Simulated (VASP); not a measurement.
# WSe2 (P6_3/mmc) in VASP: notebook

Aim: see how the results for WSe2 move with the level of theory and the settings. Levels: rev-vdW-DF2, PBE+D3(BJ). Tasks: band structure.

Program: VASP 6.6.1. These are calculated values, not measurements. Logs are shortened: lines on timing, memory, paths and dates and some standing lists are left out, and cuts for length are marked.

**Experimental background.**

“Time-resolved XUV ARPES with tunable 24–33 eV laser pulses at 30 meV resolution”, 2019, pmc:6684652 reports, for a bulk crystal of WSe2: band gap 1.3 eV (indirect).

The runs below are set against these values where they give the same quantity.

### 1 The structure

Symmetry: P6_3/mmc, No. 194, hexagonal system. Conventional cell: a = 3.303 Å, b = 3.303 Å, c = 13.098 Å, α = 90.00°, β = 90.00°, γ = 120.00°. Around W (site symmetry -6m2) lie 6 Se at 2.55 Å. Se (site symmetry 3m) has 3 W at 2.55 Å as nearest neighbours.

### 2 Band structure, rev-vdW-DF2

Contents of INCAR:

```
SYSTEM = WSe2
PREC = Accurate
ENCUT = 520
EDIFF = 1E-7
ISMEAR = 0
SIGMA = 0.03
LREAL = .FALSE.
LASPH = .TRUE.
NELM = 80
ALGO = Normal
ISIF = 2
LWAVE = .FALSE.
LCHARG = .FALSE.
LMAXMIX = 4
GGA = MK
LUSE_VDW = .TRUE.
AGGAC = 0.0
PARAM1 = 0.1234
PARAM2 = 0.711357
ZAB_VDW = -1.8867
NBANDS = 35
ICORELEVEL = 1
```

Contents of KPOINTS:

```
regular mesh
0
G
  9 9 2
  0 0 0
```

Contents of POSCAR:

```
WSe2                                    
1.0
    3.3031382087      0.0000000000      0.0000000000
   -1.6515691044      2.8606016025      0.0000000000
    0.0000000000      0.0000000000     13.0981786897
  W               Se            
     2     4
Direct
     0.3333333300000021    0.6666666699999979    0.2500000000000000
     0.6666666699999979    0.3333333300000021    0.7500000000000000
     0.3333333300000021    0.6666666699999979    0.6211865432149958
     0.6666666699999979    0.3333333300000021    0.1211865432149957
     0.3333333300000021    0.6666666699999979    0.8788134567850042
     0.6666666699999979    0.3333333300000021    0.3788134567850043
```

Contents of KPOINTS_OPT:

```
explicit points
141
Reciprocal
 0.0000000000  0.0000000000  0.0000000000 1
 0.0357142857  0.0000000000  0.0000000000 1
 0.0714285714  0.0000000000  0.0000000000 1
 0.1071428571  0.0000000000  0.0000000000 1
 0.1428571429  0.0000000000  0.0000000000 1
 0.1785714286  0.0000000000  0.0000000000 1
[... 133 lines left out ...]
 0.5000000000  0.0000000000  0.5000000000 1
 0.5000000000  0.0000000000  0.0000000000 1
```

Potentials or basis: VASP PAW PBE potentials, release 64 (W_sv, Se).

Started as:

```
> cat potpaw_PBE.64/W_sv/POTCAR potpaw_PBE.64/Se/POTCAR > POTCAR
> mpirun -np 1 vasp_std > vasp.out
```

OUTCAR:

```text
SYSTEM = WSe2
   PREC = Accurate
   ENCUT = 520
   EDIFF = 1E-7
   ISMEAR = 0
   LREAL = .FALSE.
   LASPH = .TRUE.
   NELM = 80
   ISIF = 2
   GGA = MK

 ion  position               nearest neighbor table
   1  0.333  0.667  0.250-   4 2.55   6 2.55   4 2.55   6 2.55   4 2.55   6 2.55
   2  0.667  0.333  0.750-   3 2.55   5 2.55   3 2.55   5 2.55   3 2.55   5 2.55
   3  0.333  0.667  0.621-   2 2.55   2 2.55   2 2.55
   4  0.667  0.333  0.121-   1 2.55   1 2.55   1 2.55
   5  0.333  0.667  0.879-   2 2.55   2 2.55   2 2.55
   6  0.667  0.333  0.379-   1 2.55   1 2.55   1 2.55

  LATTYP: Found a hexagonal cell.
 ALAT       =     3.3031382087
 C/A-ratio  =     3.9653740964

  Lattice vectors:

 A1 = (   3.3031382087,   0.0000000000,   0.0000000000)
 A2 = (  -1.6515691044,   2.8606016025,   0.0000000000)
 A3 = (   0.0000000000,   0.0000000000,  13.0981786897)

Analysis of symmetry for initial positions (statically):
=====================================================================
 Subroutine PRICEL returns:
 Original cell was already a primitive cell.

 Routine SETGRP: Setting up the symmetry group for a
 hexagonal supercell.

 Subroutine GETGRP returns: Found 24 space group operations
 (whereof 12 operations were pure point group operations)
 out of a pool of 24 trial point group operations.

The static configuration has the point symmetry D_3d.
 The point group associated with its full space group is D_6h.

Analysis of symmetry for dynamics (positions and initial velocities):
=====================================================================
 Subroutine PRICEL returns:
 Original cell was already a primitive cell.

 Routine SETGRP: Setting up the symmetry group for a
 hexagonal supercell.

 Subroutine GETGRP returns: Found 24 space group operations
 (whereof 12 operations were pure point group operations)
 out of a pool of 24 trial point group operations.

The dynamic configuration has the point symmetry D_3d.
 The point group associated with its full space group is D_6h.

 Subroutine INISYM returns: Found 24 space group operations
 (whereof 12 operations are pure point group operations),
 and found     1 'primitive' translations

----------------------------------------------------------------------------------------

                                     Primitive cell

  volume of cell :     123.7642

  direct lattice vectors                    reciprocal lattice vectors
     3.303138209  0.000000000  0.000000000     0.302742403  0.174788408  0.000000000
    -1.651569104  2.860601603  0.000000000     0.000000000  0.349576816  0.000000000
     0.000000000  0.000000000 13.098178690     0.000000000  0.000000000  0.076346492

  length of vectors
     3.303138209  3.303138210 13.098178690     0.349576816  0.349576816  0.076346492

  position of ions in fractional coordinates (direct lattice)
     0.333333330  0.666666670  0.250000000
     0.666666670  0.333333330  0.750000000
     0.333333330  0.666666670  0.621186543
     0.666666670  0.333333330  0.121186543
     0.333333330  0.666666670  0.878813457
     0.666666670  0.333333330  0.378813457

  ion indices of the primitive-cell ions
   primitive index   ion index
                 1           1
                 2           2
                 3           3
                 4           4
                 5           5
                 6           6

----------------------------------------------------------------------------------------

 KPOINTS: regular mesh

Automatic generation of k-mesh.
 Grid dimensions read from file:
 generate k-points for:    9    9    2

 Generating k-lattice:

  Cartesian coordinates                     Fractional coordinates (reciprocal lattice)
     0.033638045  0.019420934  0.000000000     0.111111111 -0.000000000  0.000000000
     0.000000000  0.038841868  0.000000000     0.000000000  0.111111111  0.000000000
     0.000000000  0.000000000  0.038173246     0.000000000  0.000000000  0.500000000

  Length of vectors
     0.038841868  0.038841868  0.038173246

[... 51 lines left out ...]
  band No.  band energies     occupation
      1     -68.4173      2.00000
      2     -68.4173      2.00000
      3     -32.6340      2.00000
      4     -32.6340      2.00000
      5     -32.5423      2.00000
      6     -32.5423      2.00000
[... 27 lines left out ...]
     34       8.9322      0.00000
     35      11.2610      0.00000

 k-point     3 :       0.2222    0.0000    0.0000
  band No.  band energies     occupation
      1     -68.4145      2.00000
      2     -68.4145      2.00000
      3     -32.6216      2.00000
      4     -32.6216      2.00000
      5     -32.6076      2.00000
      6     -32.6076      2.00000
[... 27 lines left out ...]
     34       9.5416      0.00000
     35      12.1270      0.00000

 k-point     4 :       0.3333   -0.0000    0.0000
  band No.  band energies     occupation
      1     -68.4113      2.00000
      2     -68.4112      2.00000
      3     -32.6810      2.00000
      4     -32.6810      2.00000
      5     -32.6075      2.00000
      6     -32.6074      2.00000
[... 27 lines left out ...]
     34       9.9986      0.00000
     35      11.2313      0.00000

 k-point     5 :       0.4444    0.0000    0.0000
  band No.  band energies     occupation
      1     -68.4092      2.00000
      2     -68.4091      2.00000
      3     -32.7284      2.00000
      4     -32.7284      2.00000
      5     -32.5982      2.00000
      6     -32.5982      2.00000
[... 638 lines left out ...]
 k-point    22 :       0.2222    0.2222    0.5000
  band No.  band energies     occupation
      1     -68.4098      2.00000
      2     -68.4098      2.00000
      3     -32.6853      2.00000
      4     -32.6853      2.00000
      5     -32.6012      2.00000
      6     -32.6012      2.00000
[... 27 lines left out ...]
     34      10.0774      0.00000
     35      12.1251      0.00000

 k-point    23 :       0.3333    0.2222    0.5000
  band No.  band energies     occupation
      1     -68.4082      2.00000
      2     -68.4082      2.00000
      3     -32.7024      2.00000
      4     -32.7024      2.00000
      5     -32.6196      2.00000
      6     -32.6196      2.00000
[... 27 lines left out ...]
     34      10.1019      0.00000
     35      11.4805      0.00000

 k-point    24 :       0.3333    0.3333    0.5000
  band No.  band energies     occupation
      1     -68.4077      2.00000
      2     -68.4077      2.00000
      3     -32.6797      2.00000
      4     -32.6797      2.00000
      5     -32.6582      2.00000
      6     -32.6582      2.00000
[... 27 lines left out ...]
     34      10.2037      0.00000
     35      11.9723      0.00000

------------------------ aborting loop because EDIFF is reached ----------------------------------------

  FORCE on cell =-STRESS in cart. coord.  units (eV):
  Direction    XX          YY          ZZ          XY          YZ          ZX
  --------------------------------------------------------------------------------------
  -------------------------------------------------------------------------------------
  Total       -0.0315929     -0.0315929     -0.0145726      0.0000000      0.0000000      0.0000000
  in kB       -0.4089832     -0.4089832     -0.1886488      0.0000000      0.0000000      0.0000000
  external PRESSURE =      -0.3355384 kB  Pullay stress =       0.0000000 kB

 VOLUME and BASIS-vectors are now :
 -----------------------------------------------------------------------------
  energy-cutoff  :      520.00
  volume of cell :      123.76
      direct lattice vectors                 reciprocal lattice vectors
     3.303138209  0.000000000  0.000000000     0.302742403  0.174788408  0.000000000
    -1.651569104  2.860601603  0.000000000     0.000000000  0.349576816  0.000000000
     0.000000000  0.000000000 13.098178690     0.000000000  0.000000000  0.076346492

 POSITION                                       TOTAL-FORCE (eV/Angst)
 -----------------------------------------------------------------------------------
     -0.00000      1.90707      3.27454         0.000000     -0.000000      0.000000
      1.65157      0.95353      9.82363        -0.000000      0.000000      0.000000
     -0.00000      1.90707      8.13641         0.000000     -0.000000      0.003069
      1.65157      0.95353      1.58732         0.000000     -0.000000      0.003069
     -0.00000      1.90707     11.51086         0.000000     -0.000000     -0.003069
      1.65157      0.95353      4.96177        -0.000000      0.000000     -0.003069
 -----------------------------------------------------------------------------------
    total drift:                               -0.000009      0.000005     -0.000000

  FREE ENERGIE OF THE ION-ELECTRON SYSTEM (eV)
  ---------------------------------------------------
  free  energy   TOTEN  =       -32.4496639789 eV

  energy  without entropy=      -32.4496639789  energy(sigma->0) =      -32.44966398

Total vdW correction in eV:      6.6491716
```

It took 12 min on 1 thread of Intel Xeon Platinum 8488C (Sapphire Rapids), shared host; peak memory 0.69 GiB.

What came out:

```yaml
Free_energy: -32.4497 eV
Pressure: 0.0 GPa
Largest_force: 0.003 eV/Å
Band_gap_on_the_k_mesh: 1.05 eV, indirect (least direct gap 1.51 eV)
Band_gap_along_the_path: 0.95 eV, indirect (least direct gap 1.51 eV)
```

Forces in eV/Å, atoms in the order of the input:
```
W    0.000  0.000  0.000
W    0.000  0.000  0.000
Se   0.000  0.000  0.003
Se   0.000  0.000  0.003
Se   0.000  0.000 -0.003
Se   0.000  0.000 -0.003
```

Levels at the corners of the path, in eV from the valence-band top:
| point | band 24 | band 25 | band 26 | band 27 | band 28 | band 29 |
| --- | --- | --- | --- | --- | --- | --- |
| Γ | -1.07 | -1.06 | 0.00 | 2.63 | 2.63 | 2.68 |
| M | -1.28 | -1.21 | -1.04 | 2.10 | 2.14 | 2.27 |
| M | -1.28 | -1.21 | -1.04 | 2.10 | 2.14 | 2.27 |
| K | -2.49 | -0.41 | -0.18 | 1.34 | 1.34 | 1.88 |
| K | -2.49 | -0.41 | -0.18 | 1.34 | 1.34 | 1.88 |
| Γ | -1.07 | -1.06 | 0.00 | 2.63 | 2.63 | 2.68 |
| Γ | -1.07 | -1.06 | 0.00 | 2.63 | 2.63 | 2.68 |
| A | -1.44 | -0.21 | -0.21 | 2.64 | 2.64 | 2.64 |
| A | -1.44 | -0.21 | -0.21 | 2.64 | 2.64 | 2.64 |
| L | -1.26 | -1.16 | -1.16 | 2.12 | 2.12 | 2.47 |
| L | -1.26 | -1.16 | -1.16 | 2.12 | 2.12 | 2.47 |
| H | -2.67 | -0.31 | -0.31 | 1.34 | 1.34 | 2.40 |
| H | -2.67 | -0.31 | -0.31 | 1.34 | 1.34 | 2.40 |
| A | -1.44 | -0.21 | -0.21 | 2.64 | 2.64 | 2.64 |
| L | -1.26 | -1.16 | -1.16 | 2.12 | 2.12 | 2.47 |
| M | -1.28 | -1.21 | -1.04 | 2.10 | 2.14 | 2.27 |
| K | -2.49 | -0.41 | -0.18 | 1.34 | 1.34 | 1.88 |
| H | -2.67 | -0.31 | -0.31 | 1.34 | 1.34 | 2.40 |

Core levels (eV, on the scale of the bands):
| atom | levels |
| --- | --- |
| 1 W | 1s -69457.2, 2s -11977.8, 2p -10471.4, 3s -2750.3, 3p -2304.5, 3d -1792.4, 4s -558.8, 4p -412.6, 4d -227.5, 4f -22.3 |
| 2 W | 1s -69457.2, 2s -11977.8, 2p -10471.4, 3s -2750.3, 3p -2304.5, 3d -1792.4, 4s -558.8, 4p -412.6, 4d -227.5, 4f -22.3 |
| 3 Se | 1s -12491.3, 2s -1594.9, 2p -1401.2, 3s -201.7, 3p -141.1, 3d -41.3 |
| 4 Se | 1s -12491.3, 2s -1594.9, 2p -1401.2, 3s -201.7, 3p -141.1, 3d -41.3 |
| 5 Se | 1s -12491.3, 2s -1594.9, 2p -1401.2, 3s -201.7, 3p -141.1, 3d -41.3 |
| 6 Se | 1s -12491.3, 2s -1594.9, 2p -1401.2, 3s -201.7, 3p -141.1, 3d -41.3 |

Caveat: the PAW data sets were made with another functional, which shifts forces and pressure a little; spin-orbit coupling is left out, which moves the levels of the heavy elements; the mesh misses the band edges, which the band path finds closer together.

### 3 Band structure, PBE+D3(BJ)

This run uses another cell than the first one, of 19.88 Å³/atom, 0.964 times its volume.

Contents of INCAR:

```
SYSTEM = WSe2
PREC     = Accurate       ! precision mode
ENCUT    = 520            ! plane-wave cutoff, eV
EDIFF    = 1E-6           ! SCF threshold, eV
ISMEAR   = 0              ! smearing method
SIGMA    = 0.03           ! smearing width, eV
LREAL    = .False.        ! projectors in reciprocal space
LASPH    = .True.         ! aspherical terms in the spheres
NELM     = 80             ! most SCF steps
ALGO     = Normal         ! electronic algorithm
ISIF     = 2              ! what is computed and relaxed
LWAVE    = .False.        ! write WAVECAR
LCHARG   = .False.        ! write CHGCAR
LMAXMIX  = 4              ! l up to which the mixer works
GGA      = PE             ! functional
IVDW     = 12             ! dispersion correction
NBANDS   = 35             ! bands
ICORELEVEL= 1
```

Contents of KPOINTS:

```
Automatic mesh
0
Gamma
  9 9 2
  0 0 0
```

Contents of POSCAR:

```
WSe2                                    
1.0
    3.2813517985      0.0000000000      0.0000000000
   -1.6406758993      2.8417340178      0.0000000000
    0.0000000000      0.0000000000     12.7917581824
  W               Se            
     2     4
Direct
     0.3333333300000021    0.6666666699999979    0.2500000000000000
     0.6666666699999979    0.3333333300000021    0.7500000000000000
     0.3333333300000021    0.6666666699999979    0.6181950783807224
     0.6666666699999979    0.3333333300000021    0.1181950783807224
     0.3333333300000021    0.6666666699999979    0.8818049216192776
     0.6666666699999979    0.3333333300000021    0.3818049216192776
```

KPOINTS_OPT is that of step 2.

Potentials or basis: VASP PAW PBE potentials, release 64 (W_sv, Se).

Started as:

```
> cat potpaw_PBE.64/W_sv/POTCAR potpaw_PBE.64/Se/POTCAR > POTCAR
> mpirun -np 1 vasp_std > vasp.out
```

Wall time 5.6 min (1 thread of Intel Xeon Platinum 8259CL at 2.50GHz (Skylake/Cascade Lake), shared host); peak memory 0.32 GiB.

It converged, with:

* Free energy: -45.9307 eV
* Pressure: 0.0 GPa
* Band gap on the k mesh: 0.99 eV, indirect (least direct gap 1.56 eV)
* Band gap along the path: 0.88 eV, indirect (least direct gap 1.56 eV)
* Dispersion energy per atom: -0.475 eV

Forces on the atoms (eV/Å):
```
W    0.000  0.000  0.000
W    0.000  0.000  0.000
Se   0.000  0.000 -0.003
Se   0.000  0.000 -0.003
Se   0.000  0.000  0.003
Se   0.000  0.000  0.003
```

Levels at the corners of the path, in eV from the valence-band top:
| point | band 23 | band 24 | band 25 | band 26 | band 27 | band 28 | band 29 | band 30 |
| --- | --- | --- | --- | --- | --- | --- | --- | --- |
| Γ | -1.45 | -1.19 | -0.96 | 0.00 | 2.62 | 2.62 | 2.67 | 2.67 |
| M | -1.49 | -1.37 | -1.30 | -1.06 | 2.15 | 2.19 | 2.27 | 2.68 |
| M | -1.49 | -1.37 | -1.30 | -1.06 | 2.15 | 2.19 | 2.27 | 2.68 |
| K | -2.55 | -2.55 | -0.49 | -0.19 | 1.37 | 1.37 | 1.74 | 3.01 |
| K | -2.55 | -2.55 | -0.49 | -0.19 | 1.37 | 1.37 | 1.74 | 3.01 |
| Γ | -1.45 | -1.19 | -0.96 | 0.00 | 2.62 | 2.62 | 2.67 | 2.67 |
| Γ | -1.45 | -1.19 | -0.96 | 0.00 | 2.62 | 2.62 | 2.67 | 2.67 |
| A | -1.49 | -1.49 | -0.20 | -0.20 | 2.62 | 2.62 | 2.62 | 2.62 |
| A | -1.49 | -1.49 | -0.20 | -0.20 | 2.62 | 2.62 | 2.62 | 2.62 |
| L | -1.37 | -1.37 | -1.22 | -1.22 | 2.17 | 2.17 | 2.51 | 2.51 |
| L | -1.37 | -1.37 | -1.22 | -1.22 | 2.17 | 2.17 | 2.51 | 2.51 |
| H | -2.79 | -2.79 | -0.36 | -0.36 | 1.37 | 1.37 | 2.34 | 2.34 |
| H | -2.79 | -2.79 | -0.36 | -0.36 | 1.37 | 1.37 | 2.34 | 2.34 |
| A | -1.49 | -1.49 | -0.20 | -0.20 | 2.62 | 2.62 | 2.62 | 2.62 |
| L | -1.37 | -1.37 | -1.22 | -1.22 | 2.17 | 2.17 | 2.51 | 2.51 |
| M | -1.49 | -1.37 | -1.30 | -1.06 | 2.15 | 2.19 | 2.27 | 2.68 |
| K | -2.55 | -2.55 | -0.49 | -0.19 | 1.37 | 1.37 | 1.74 | 3.01 |
| H | -2.79 | -2.79 | -0.36 | -0.36 | 1.37 | 1.37 | 2.34 | 2.34 |

Core levels (eV, on the scale of the bands):
```tsv
atom	levels
1 W	1s -69457.0, 2s -11977.5, 2p -10471.2, 3s -2750.1, 3p -2304.3, 3d -1792.2, 4s -558.6, 4p -412.4, 4d -227.2, 4f -22.1
2 W	1s -69457.0, 2s -11977.5, 2p -10471.2, 3s -2750.1, 3p -2304.3, 3d -1792.2, 4s -558.6, 4p -412.4, 4d -227.2, 4f -22.1
3 Se	1s -12491.3, 2s -1594.8, 2p -1401.1, 3s -201.5, 3p -141.0, 3d -41.2
4 Se	1s -12491.3, 2s -1594.8, 2p -1401.1, 3s -201.5, 3p -141.0, 3d -41.2
5 Se	1s -12491.3, 2s -1594.8, 2p -1401.1, 3s -201.5, 3p -141.0, 3d -41.2
6 Se	1s -12491.3, 2s -1594.8, 2p -1401.1, 3s -201.5, 3p -141.0, 3d -41.2
```

Caveat: spin-orbit coupling is left out, which moves the levels of the heavy elements; the mesh misses the band edges, which the band path finds closer together.

### 4 Against experiment

Step 2. Measured gap of WSe2: 1.3 eV (indirect; “Time-resolved XUV ARPES with tunable 24–33 eV laser pulses at 30 meV resolution”, 2019, pmc:6684652). This calculation gives 0.95 eV (-0.35 eV). Spin-orbit coupling on Se, W is left out. The value is that of rev-vdW-DF2, without temperature or zero-point motion.

Step 3. Against the measured gap of WSe2, 1.3 eV (indirect; “Time-resolved XUV ARPES with tunable 24–33 eV laser pulses at 30 meV resolution”, 2019, pmc:6684652), the calculated 0.88 eV is off by -0.42 eV. Spin-orbit coupling on Se, W is left out. The value is that of PBE+D3(BJ), without temperature or zero-point motion. Semilocal functionals fall short of measured gaps as a rule.
